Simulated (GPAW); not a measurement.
The system is Os.

```
Os
1.0
     2.73410    0.00000    0.00000
    -1.36705    2.36780    0.00000
     0.00000    0.00000    4.31970
Os
2
Direct
  0.66667 0.33333 0.75000
  0.33333 0.66667 0.25000
```

- Program: GPAW 26.7.0
- Task: relaxation of cell and atoms
- Functional: mBEEF
- Potentials or basis: GPAW PAW data sets (gpaw-data 1.2.1)
- Cutoff: 600 eV
- Basis: pw
- k mesh: 8 × 8 × 5
- Occupations: fermi-dirac, width 0.05 eV
- Spin: no spin polarisation

At the start: pressure -17.8 GPa; volume 13.98 Å³/atom.

Task: How do energy, volume and symmetry change on relaxing?

Result: Over 5 steps the energy falls by 34.1 meV/atom and the volume is 13.39 Å³/atom (-4.2 %); space group P6_3/mmc (No. 194, to 0.05 Å).

Step by step:
```csv
step,energy change (eV),largest force (eV/Å),pressure (GPa),volume (Å³)
1,0.0000,0.0001,-17.77,27.96
2,-0.0644,0.0000,-4.43,27.05
3,-0.0681,0.0000,0.27,26.77
4,-0.0681,0.0000,0.01,26.78
5,-0.0681,0.0000,-0.04,26.78
```

Final structure:
```
CELL_PARAMETERS angstrom
2.69448 0.00000 0.00000
-1.34724 2.33349 0.00000
0.00000 0.00000 4.25984
ATOMIC_POSITIONS crystal
Os 0.66667 0.33333 0.75000
Os 0.33333 0.66667 0.25000
```

Caveat: later steps reuse the first step's grids; the PAW data sets were made with another functional, which shifts forces and pressure a little.
